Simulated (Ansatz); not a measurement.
Computed with DFT PBE, scalar-relativistic, plane waves, PAW in Ansatz 0.2.0.

Levels along Γ–X–M–Γ–Z | Z0–M | X–P–N–Γ, in eV from a zero inside the gap, sorted by energy at each point. Points in fractions of the primitive reciprocal vectors: Γ (0.000 0.000 0.000), X (0.000 0.000 0.500), M (-0.500 0.500 0.500), Z (0.455 0.455 -0.455), Z0 (-0.455 0.545 0.455), P (0.250 0.250 0.250), N (0.000 0.500 0.000).
```csv
point,"k (1/Å, with 2π)",band 51,band 52,band 53,band 54,band 55,band 56,band 57
Γ,0.000,-3.24,-3.24,-3.18,-2.66,3.00,3.30,3.31
-,0.334,-3.46,-3.37,-3.21,-2.90,2.83,2.92,3.37
X,0.668,-3.54,-3.54,-3.23,-3.23,2.67,2.67,3.75
-,1.003,-3.71,-3.71,-3.39,-3.39,3.05,3.05,3.82
M,1.337,-3.71,-3.71,-3.54,-3.54,3.45,3.45,3.77
-,1.810,-3.53,-3.39,-3.23,-3.19,2.97,2.98,3.38
Γ,2.283,-3.24,-3.24,-3.18,-2.66,3.00,3.30,3.31
-,2.758,-3.54,-2.97,-2.97,-2.82,3.06,3.57,3.64
Z,3.233,-3.65,-3.65,-3.48,-3.48,3.36,3.53,3.67
Z0,3.233,-3.65,-3.65,-3.48,-3.48,3.36,3.53,3.67
-,3.280,-3.68,-3.68,-3.53,-3.53,3.41,3.49,3.71
M,3.327,-3.71,-3.71,-3.54,-3.54,3.45,3.45,3.77
X,3.327,-3.54,-3.54,-3.23,-3.23,2.67,2.67,3.75
-,3.588,-3.60,-3.60,-3.17,-3.17,2.66,2.66,3.84
P,3.850,-3.75,-3.75,-3.14,-3.14,2.67,2.67,3.94
-,4.086,-3.66,-3.39,-3.15,-2.95,2.73,2.90,3.84
N,4.322,-3.59,-3.45,-2.90,-2.87,2.90,3.05,3.79
-,4.675,-3.32,-3.26,-3.02,-2.77,2.91,3.17,3.44
Γ,5.027,-3.24,-3.24,-3.18,-2.66,3.00,3.30,3.31
```

The cell has space group I4_1/amd, 12 atoms and 108 electrons in the valence of the PAW potentials, and holds 3 elements, among them Si; it is relaxed at this level.

Cutoff 420 eV, k mesh 6×6×6. No spin polarisation.

Question: Which material gives these bands?

Answer: HfSiO$_{4}$, conventional cell a = 6.646 Å, b = 6.646 Å, c = 6.014 Å, α = 90.00°, β = 90.00°, γ = 90.00°. Other compounds weren't ruled out.

Spin-orbit coupling is left out, which matters for the bands of heavy elements.

It was relaxed from a cell as deposited in COD.
